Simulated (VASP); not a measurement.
# Sn (I4_1/amd) in VASP: settings compared

The runs below take Sn through relaxation of cell and atoms, with BEEF-vdW, r2SCAN.

Program: VASP 6.6.1. These are calculated values, not measurements. Logs are shortened: lines on timing, memory, paths and dates and some standing lists are left out, and cuts for length are marked.

### Step 1. The structure

It takes space group I4_1/amd (No. 141, tetragonal). The conventional cell has a = 5.880 Å, b = 5.880 Å, c = 3.199 Å, α = 90.00°, β = 90.00°, γ = 90.00°. Around Sn (site symmetry -4m2) lie 6 Sn at 3.05 to 3.20 Å.

### Step 2. Relaxation of cell and atoms, BEEF-vdW

run.py

```python
from ase.calculators.vasp import Vasp
from ase.filters import FrechetCellFilter
from ase.io import read
from ase.optimize import BFGSLineSearch

atoms = read('Sn.cif', primitive_cell=True, subtrans_included=False)
calc = Vasp(
    directory='calc',
    xc='beef-vdw',
    pp='PBE',
    setups='recommended',
    pp_version='54',
    prec='Accurate',
    encut=600,
    ediff=1e-07,
    ismear=1,
    sigma=0.2,
    lreal=False,
    lasph=True,
    nelm=100,
    algo='Normal',
    isif=2,
    lwave=False,
    lcharg=False,
    kpts=[9, 9, 9],
    gamma=True,
)
atoms.calc = calc
opt = BFGSLineSearch(FrechetCellFilter(atoms), trajectory='relax.traj')
converged = opt.run(fmax=0.005, steps=40)
print('converged:', converged)

print('energy (eV):', atoms.get_potential_energy())
print('free energy (eV):', atoms.get_potential_energy(force_consistent=True))
print('forces (eV/A):')
print(atoms.get_forces())
print('stress (eV/A^3, Voigt):', atoms.get_stress())
print('Fermi level (eV):', calc.get_fermi_level())
print('cell (A, degrees):', atoms.cell.cellpar())
print('volume (A^3):', atoms.get_volume())
print('scaled positions:')
print(atoms.get_scaled_positions())
```

Sn.cif

```cif
data_Sn
_cell_length_a 5.88028091
_cell_length_b 5.88028091
_cell_length_c 3.19860398
_cell_angle_alpha 90.00000000
_cell_angle_beta 90.00000000
_cell_angle_gamma 90.00000000
_space_group_name_H-M_alt 'I4_1/amd'
_space_group_name_Hall 'I 4bw 2bw -1bw'
_space_group_IT_number 141
loop_
_space_group_symop_operation_xyz
'x,y,z'
'-y,x+1/2,z+1/4'
'-x+1/2,-y+1/2,z+1/2'
'y+1/2,-x,z+3/4'
'x,-y+1/2,-z+1/4'
'-y,-x,-z'
'-x+1/2,y,-z+3/4'
'y+1/2,x+1/2,-z+1/2'
'-x,-y+1/2,-z+1/4'
'y,-x,-z'
'x+1/2,y,-z+3/4'
'-y+1/2,x+1/2,-z+1/2'
'-x,y,z'
'y,x+1/2,z+1/4'
'x+1/2,-y+1/2,z+1/2'
'-y+1/2,-x,z+3/4'
'x+1/2,y+1/2,z+1/2'
'-y+1/2,x,z+3/4'
'-x,-y,z'
'y,-x+1/2,z+1/4'
'x+1/2,-y,-z+3/4'
'-y+1/2,-x+1/2,-z+1/2'
'-x,y+1/2,-z+1/4'
'y,x,-z'
'-x+1/2,-y,-z+3/4'
'y+1/2,-x+1/2,-z+1/2'
'x,y+1/2,-z+1/4'
'-y,x,-z'
'-x+1/2,y+1/2,z+1/2'
'y+1/2,x,z+3/4'
'x,-y,z'
'-y,-x+1/2,z+1/4'
loop_
_atom_site_label
_atom_site_type_symbol
_atom_site_symmetry_multiplicity
_atom_site_Wyckoff_symbol
_atom_site_fract_x
_atom_site_fract_y
_atom_site_fract_z
_atom_site_occupancy
Sn1 Sn 4 a 0.0000000000 0.0000000000 0.0000000000 1
```

Potentials or basis: VASP PAW PBE potentials, release 54 (Sn_d).

Started as:

```sh
> python run.py
```

The log of the run:

```text
<dir> UserWarning: vdW has been enabled, however no location for the vdw_kernel.bindat file has been specified. Set ASE_VASP_VDW environment variable to copy the vdW kernel.
  warnings.warn(
                Step[ FC]     Time          Energy          fmax
BFGSLineSearch:    0[  0]       -1.129034       0.5230
BFGSLineSearch:    1[  1]       -1.156249       0.1162
BFGSLineSearch:    2[  2]       -1.157910       0.0117
BFGSLineSearch:    3[  3]       -1.157926       0.0015
converged: True
energy (eV): -1.15860546
free energy (eV): -1.15792571
forces (eV/A):
[[-0.  0. -0.]
 [ 0. -0.  0.]]
stress (eV/A^3, Voigt): [ 1.14327720e-05  1.14327720e-05 -5.00793227e-05 -0.00000000e+00
 -0.00000000e+00 -0.00000000e+00]
Fermi level (eV): 6.95132753
cell (A, degrees): [  4.54718088   4.54718088   4.54718088  97.36843711  97.36843711
 138.03054343]
volume (A^3): 58.705187351407325
scaled positions:
[[0.   0.   0.  ]
 [0.75 0.25 0.5 ]]
```

OUTCAR:

```text
ENCUT = 600.000000
   EDIFF = 1.00e-07
   GGA = BF
   PREC = Accurate
   ISIF = 2
   ISMEAR = 1
   NELM = 100
   LASPH = .TRUE.
   LREAL = .FALSE.

 ion  position               nearest neighbor table
   1  0.000  0.000  0.000-   2 3.11   2 3.11   2 3.11   2 3.11
   2  0.750  0.250  0.500-   1 3.11   1 3.11   1 3.11   1 3.11

  LATTYP: Found a body centered tetragonal cell.
 ALAT       =     6.0041755669
 C/A-ratio  =     0.5424332780

  Lattice vectors:

 A1 = (  -3.0020877835,   3.0020877835,   1.6284323173)
 A2 = (   3.0020877835,  -3.0020877835,   1.6284323173)
 A3 = (   3.0020877835,   3.0020877835,  -1.6284323173)

Analysis of symmetry for initial positions (statically):
=====================================================================
 Subroutine PRICEL returns:
 Original cell was already a primitive cell.

 Routine SETGRP: Setting up the symmetry group for a
 body centered tetragonal supercell.

 Subroutine GETGRP returns: Found 16 space group operations
 (whereof  8 operations were pure point group operations)
 out of a pool of 16 trial point group operations.

The static configuration has the point symmetry D_2d.
 The point group associated with its full space group is D_4h.

Analysis of symmetry for dynamics (positions and initial velocities):
=====================================================================
 Subroutine PRICEL returns:
 Original cell was already a primitive cell.

 Routine SETGRP: Setting up the symmetry group for a
 body centered tetragonal supercell.

 Subroutine GETGRP returns: Found 16 space group operations
 (whereof  8 operations were pure point group operations)
 out of a pool of 16 trial point group operations.

The dynamic configuration has the point symmetry D_2d.
 The point group associated with its full space group is D_4h.

 Subroutine INISYM returns: Found 16 space group operations
 (whereof  8 operations are pure point group operations),
 and found     1 'primitive' translations

----------------------------------------------------------------------------------------

                                     Primitive cell

  volume of cell :      58.7052

  direct lattice vectors                    reciprocal lattice vectors
    -3.002087783  3.002087783  1.628432317     0.000000000  0.166550759  0.307043771
     3.002087783 -3.002087783  1.628432317     0.166550759  0.000000000  0.307043771
     3.002087783  3.002087783 -1.628432317     0.166550759  0.166550759  0.000000000

  length of vectors
     4.547180877  4.547180877  4.547180877     0.349306503  0.349306503  0.235538343

  position of ions in fractional coordinates (direct lattice)
     0.000000000  0.000000000  0.000000000
     0.750000000  0.250000000  0.500000000

  ion indices of the primitive-cell ions
   primitive index   ion index
                 1           1
                 2           2

----------------------------------------------------------------------------------------

 KPOINTS: KPOINTS created by Atomic Simulation Env

Automatic generation of k-mesh.
 Grid dimensions read from file:
 generate k-points for:    9    9    9

 Generating k-lattice:

  Cartesian coordinates                     Fractional coordinates (reciprocal lattice)
     0.000000000  0.018505640  0.034115975     0.111111111 -0.000000000  0.000000000
     0.018505640  0.000000000  0.034115975    -0.000000000  0.111111111  0.000000000
     0.018505640  0.018505640  0.000000000     0.000000000  0.000000000  0.111111111

  Length of vectors
     0.038811834  0.038811834  0.026170927

  Shift w.r.t. Gamma in fractional coordinates (k-lattice)
     0.000000000  0.000000000  0.000000000

 Subroutine IBZKPT returns following result:
 ===========================================

 Found     75 irreducible k-points:

 Following reciprocal coordinates:
            Coordinates               Weight
  0.000000  0.000000  0.000000      1.000000
  0.111111  0.000000 -0.000000      8.000000
  0.222222  0.000000 -0.000000      8.000000
  0.333333  0.000000 -0.000000      8.000000
  0.444444  0.000000 -0.000000      8.000000
  0.111111  0.111111 -0.000000      8.000000
[... 42 lines left out ...]
 -0.333333 -0.333333  0.111111      8.000000
 -0.222222 -0.333333  0.111111     16.000000
 [... further k-points ...]
   k-points           NKPTS =     75   k-points in BZ     NKDIM =     75   number of bands    NBANDS=     18
   number of dos      NEDOS =    301   number of ions     NIONS =      2
   total plane-waves  NPLWV =  46656
   dimension x,y,z NGX =    36 NGY =   36 NGZ =   36
   dimension x,y,z NGXF=    72 NGYF=   72 NGZF=   72
   ions per type =               2
   NGX,Y,Z   is equivalent  to a cutoff of  13.16, 13.16, 13.16 a.u.
   NGXF,Y,Z  is equivalent  to a cutoff of  26.32, 26.32, 26.32 a.u.
 SYSTEM =  unknown system
   PREC   = accura    normal or accurate (medium, high low for compatibility)
   ISTART =      0    job   : 0-new  1-cont  2-samecut
   ICHARG =      2    charge: 1-file 2-atom 10-const
   ISPIN  =      1    spin polarized calculation?
   LNONCOLLINEAR =      F non collinear calculations
   LSORBIT =      F    spin-orbit coupling
   LASPH  =      T    aspherical Exc in radial PAW
   ENCUT  =  600.0 eV  44.10 Ry    6.64 a.u.   9.08  9.08  9.08*2*pi/ulx,y,z
   NELM   =    100;   NELMIN=  2; NELMDL=  0     # of ELM steps
   EDIFF  = 0.1E-06   stopping-criterion for ELM
   LREAL  =      F    real-space projection
   EDIFFG = 0.1E-05   stopping-criterion for IOM
   NSW    =      0    number of steps for IOM
   IBRION =     -1    ionic relax: 0-MD 1-quasi-New 2-CG
   NFREE  =      0    steps in history (QN), initial steepest desc. (CG)
   ISIF   =      2    stress and relaxation
   ISYM   =      2    0-nonsym 1-usesym 2-fastsym
   POTIM  = 0.5000    time-step for ionic-motion
   TEBEG  =    0.0;   TEEND  =   0.0 temperature during run
   PSTRESS=    0.0 pullay stress
   NELECT =      28.0000    total number of electrons
   NUPDOWN=      -1.0000    fix difference up-down
   EMIN   =  10.00;   EMAX   =-10.00  energy-range for DOS
   EFERMI =   0.00;   METHOD = LEGACY
   ISMEAR =     1;   SIGMA  =   0.20  broadening in eV -4-tet -1-fermi 0-gaus
   EFERMI_NEDOS =   21; number of points for ismear=-14 and -15
   IALGO  =     38    algorithm
   IMIX   =      4    mixing-type and parameters
     AMIX     =   0.40;   BMIX     =  1.00
     AMIX_MAG =   1.60;   BMIX_MAG =  1.00
  volume/ion in A,a.u.               =      29.35       198.08
  Fermi-wavevector in a.u.,A,eV,Ry     =   1.279093  2.417135 22.260194  1.636078
  Thomas-Fermi vector in A             =   2.411598
   LORBIT       =      0    0 simple, 1 ext, 2 COOP (PROOUT), +10 PAW based schemes
   GGA     = BF    functional components
   LHFCALC =     F    Hartree Fock is set to
   AEXX    =    0.0000 exact exchange contribution
   IVDW_NL    =     1    kernel type
   BPARAM     = 6.3000
   IVDW    =     0    specifies the selected vdW correction
   LEPSILON=     F    determine dielectric tensor
   LRPA    =     F    only Hartree local field effects (RPA)
 non-spin polarized calculation
 Methfessel and Paxton  Order N= 1 SIGMA  =   0.20
  energy-cutoff  :      600.00
  volume of cell :       58.71
 maximum number of plane-waves:      1978
   NGX = 19   NGY = 19   NGZ = 19

 number of electron      28.0000005 magnetization

 Free energy of the ion-electron system (eV)
  ---------------------------------------------------
  ext. energy  EPLUGINS =         0.00000000
  ---------------------------------------------------
  free energy    TOTEN  =        -1.15792571 eV

  energy without entropy =       -1.15996495  energy(sigma->0) =       -1.15860546

 E-fermi :   6.9513     XC(G=0):  -9.9878

 val. band max:        6.9040227807   @ k =  -0.1111  -0.2222   0.1111
 cond. band min:       6.9604855863   @ k =   0.4444   0.3333  -0.0000
 fundamental gap:      0.0564628056
 Fermi energy:         6.9513275348

 k-point     1 :       0.0000    0.0000    0.0000
  band No.  band energies     occupation
      1     -15.0809      2.00000
      2     -15.0297      2.00000
      3     -14.9852      2.00000
      4     -14.9824      2.00000
      5     -14.8721      2.00000
      6     -14.8721      2.00000
[... 10 lines left out ...]
     17      12.7232      0.00000
     18      13.2879      0.00000

 k-point     2 :       0.1111    0.0000   -0.0000
  band No.  band energies     occupation
      1     -15.0752      2.00000
      2     -15.0108      2.00000
      3     -14.9762      2.00000
      4     -14.9640      2.00000
      5     -14.8836      2.00000
      6     -14.8807      2.00000
[... 10 lines left out ...]
     17      11.7409      0.00000
     18      12.3008      0.00000
[... 778 lines left out ...]
 k-point    40 :      -0.1111    0.3333    0.1111
  band No.  band energies     occupation
      1     -15.0275      2.00000
      2     -14.9734      2.00000
      3     -14.9661      2.00000
      4     -14.9389      2.00000
      5     -14.8997      2.00000
      6     -14.8817      2.00000
[... 10 lines left out ...]
     17      10.4688     -0.00000
     18      12.2898      0.00000

 [... further k-points ...]
[... 5 lines left out ...]
  --------------------------------------------------------------------------------------
  -------------------------------------------------------------------------------------
  Total       -0.0006712     -0.0006712      0.0029399      0.0000000     -0.0000000      0.0000000
  in kB       -0.0183173     -0.0183173      0.0802359      0.0000000     -0.0000000      0.0000000
  external PRESSURE =       0.0145338 kB  Pullay stress =       0.0000000 kB

 VOLUME and BASIS-vectors are now :
 -----------------------------------------------------------------------------
  energy-cutoff  :      600.00
  volume of cell :       58.71
      direct lattice vectors                 reciprocal lattice vectors
    -3.002087783  3.002087783  1.628432317     0.000000000  0.166550759  0.307043771
     3.002087783 -3.002087783  1.628432317     0.166550759  0.000000000  0.307043771
     3.002087783  3.002087783 -1.628432317     0.166550759  0.166550759  0.000000000

 POSITION                                       TOTAL-FORCE (eV/Angst)
 -----------------------------------------------------------------------------------
      0.00000      0.00000      0.00000        -0.000000      0.000000     -0.000000
      0.00000      3.00209      0.81422         0.000000     -0.000000      0.000000
 -----------------------------------------------------------------------------------
    total drift:                               -0.000000      0.000000     -0.000000

  FREE ENERGIE OF THE ION-ELECTRON SYSTEM (eV)
  ---------------------------------------------------
  free  energy   TOTEN  =        -1.1579257118 eV

  energy  without entropy=       -1.1599649481  energy(sigma->0) =       -1.15860546

Total vdW correction in eV:      4.4903074
```

INCAR:

```text
ENCUT = 600.000000
SIGMA = 0.200000
ZAB_VDW = -1.886700
EDIFF = 1.00e-07
ALGO = Normal
GGA = BF
PREC = Accurate
ISIF = 2
ISMEAR = 1
NELM = 100
LASPH = .TRUE.
LCHARG = .FALSE.
LUSE_VDW = .TRUE.
LWAVE = .FALSE.
LREAL = .FALSE.
```

It took 9 min on 1 thread of Intel Xeon Platinum 8488C (Sapphire Rapids), shared host; peak memory 0.51 GiB.

What came out:

```
Free energy                            : -1.1579 eV
Relaxed volume                         : 29.35 Å³/atom
Relaxed cell                           : a = 4.547 Å, b = 4.547 Å, c = 4.547 Å, α = 97.37°, β = 97.37°, γ = 138.03°
Space group after relaxing (to 0.05 Å) : I4_1/amd (No. 141)
Energy gained by relaxing              : 14.7 meV/atom
Ionic steps                            : 4
Pressure after relaxing                : 0.0 GPa
Band gap on the k mesh                 : none (metal or under the smearing width)
```

The path:
| step | energy change (eV) | largest force (eV/Å) | pressure (GPa) | volume (Å³) |
| --- | --- | --- | --- | --- |
| 1 | 0.0000 | 0.0000 | 2.88 | 55.30 |
| 2 | -0.0277 | 0.0000 | -0.59 | 59.58 |
| 3 | -0.0293 | 0.0000 | -0.05 | 58.78 |
| 4 | -0.0293 | 0.0000 | 0.00 | 58.71 |

Final structure:
```yaml
crystal:
  lattice:
    - [-3.00209, 3.00209, 1.62843]
    - [3.00209, -3.00209, 1.62843]
    - [3.00209, 3.00209, -1.62843]
  atoms:
    - { symbol: Sn, position: [0.00000, 0.00000, 0.00000] }
    - { symbol: Sn, position: [0.75000, 0.25000, 0.50000] }
```

Levels at points of the mesh, in eV from the Fermi level:
```tsv
k point	band 12	band 13	band 14	band 15	band 16	band 17
(0.00, 0.00, 0.00)	-3.95	-1.79	-1.79	3.20	5.77	5.77
```

Caveat: the PAW data sets were made with another functional, which shifts forces and pressure a little.

### Step 3. Relaxation of cell and atoms, r2SCAN

INCAR

```
SYSTEM = Sn
PREC     = Accurate       ! precision mode
ENCUT    = 600            ! plane-wave cutoff, eV
EDIFF    = 1E-6           ! SCF threshold, eV
ISMEAR   = 1              ! smearing method
SIGMA    = 0.1            ! smearing width, eV
LREAL    = .FALSE.        ! projectors in reciprocal space
LASPH    = .TRUE.         ! aspherical terms in the spheres
NELM     = 100            ! most SCF steps
ALGO     = Normal         ! electronic algorithm
ISIF     = 3              ! what is computed and relaxed
LWAVE    = .FALSE.        ! write WAVECAR
LCHARG   = .FALSE.        ! write CHGCAR
METAGGA  = R2SCAN         ! meta-GGA
LMIXTAU  = .TRUE.       
IBRION   = 2              ! ionic algorithm
NSW      = 60             ! ionic steps
EDIFFG   = -0.01          ! ionic threshold
```

KPOINTS

```
Automatic mesh
0
G
  9 9 9
  0 0 0
```

POSCAR

```
Sn
1.0
   -2.9401404553      2.9401404553      1.5993019889
    2.9401404553     -2.9401404553      1.5993019889
    2.9401404553      2.9401404553     -1.5993019889
Sn
2
Direct
    0.0000000000      0.0000000000      0.0000000000
    0.7500000000      0.2500000000      0.5000000000
```

Potentials or basis: VASP PAW PBE potentials, release 64 (Sn_d).

Started as:

```sh
> cat potpaw_PBE.64/Sn_d/POTCAR > POTCAR
> mpirun -np 1 vasp_std > vasp.out
```

It took 7.3 min on 1 thread of Intel Xeon 6975P-C (Granite Rapids), shared host; peak memory 0.28 GiB.

The run converged. Its results:

```yaml
Free_energy: -49.2384 eV
Relaxed_volume: 27.61 Å³/atom
Relaxed_cell: a = 4.458 Å, b = 4.458 Å, c = 4.458 Å, α = 97.32°, β = 97.32°, γ = 138.16°
Space_group_after_relaxing_to_0.05_Å: I4_1/amd (No. 141)
Energy_gained_by_relaxing: 0.1 meV/atom
Ionic_steps: 4
Pressure_after_relaxing: 0.0 GPa
Band_gap_on_the_k_mesh: none (metal or under the smearing width)
```

Step by step:
```tsv
step	energy change (eV)	largest force (eV/Å)	pressure (GPa)	volume (Å³)
1	0.0000	0.0000	-0.09	55.30
2	-0.0002	0.0000	0.03	55.18
3	-0.0002	0.0000	0.08	55.12
4	-0.0003	0.0000	-0.02	55.22
```

Final structure:
```
Sn
1.0
    -2.94478    2.94478    1.59193
     2.94478   -2.94478    1.59193
     2.94478    2.94478   -1.59193
Sn
2
Direct
  0.00000 0.00000 0.00000
  0.75000 0.25000 0.50000
```

Levels at points of the mesh, in eV from the Fermi level:
| k point | band 12 | band 13 | band 14 | band 15 | band 16 | band 17 |
| --- | --- | --- | --- | --- | --- | --- |
| (0.00, 0.00, 0.00) | -3.81 | -2.17 | -2.17 | 3.33 | 6.38 | 6.38 |

Caveat: the PAW data sets were made with another functional, which shifts forces and pressure a little.
